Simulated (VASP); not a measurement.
A run of VASP 6.6.1 is set up as follows.

File INCAR:

```
SYSTEM = Tl
PREC = Accurate
ENCUT = 520
EDIFF = 1E-6
ISMEAR = 0
SIGMA = 0.15
LREAL = .False.
LASPH = .True.
NELM = 80
ALGO = Normal
ISIF = 2
LWAVE = .False.
LCHARG = .False.
GGA = PS
NBANDS = 12
```

KPOINTS

```
Automatic mesh
0
Gamma
  16 16 16
  0 0 0
```

POSCAR

```
Tl
1.0
    0.0000000000      2.4209731547      2.1546661077
    2.4209731547      0.0000000000      2.1546661077
    2.4209731547      2.4209731547      0.0000000000
Tl
1
Direct
    0.0000000000      0.0000000000      0.0000000000
```

Potentials or basis: VASP PAW PBE potentials, release 64 (Tl_d).

Command:

```sh
$ cat potpaw_PBE.64/Tl_d/POTCAR > POTCAR
$ mpirun -np 1 vasp_std > vasp.out
```

Task: What does it give for the pressure?

Result: 5.9 GPa.

Task: What does it give for the band gap on the k mesh?

Result: None (metal or under the smearing width).

Caveat: the PAW data sets were made with another functional, which shifts forces and pressure a little. Spin-orbit coupling is left out, which matters for the levels of Tl.
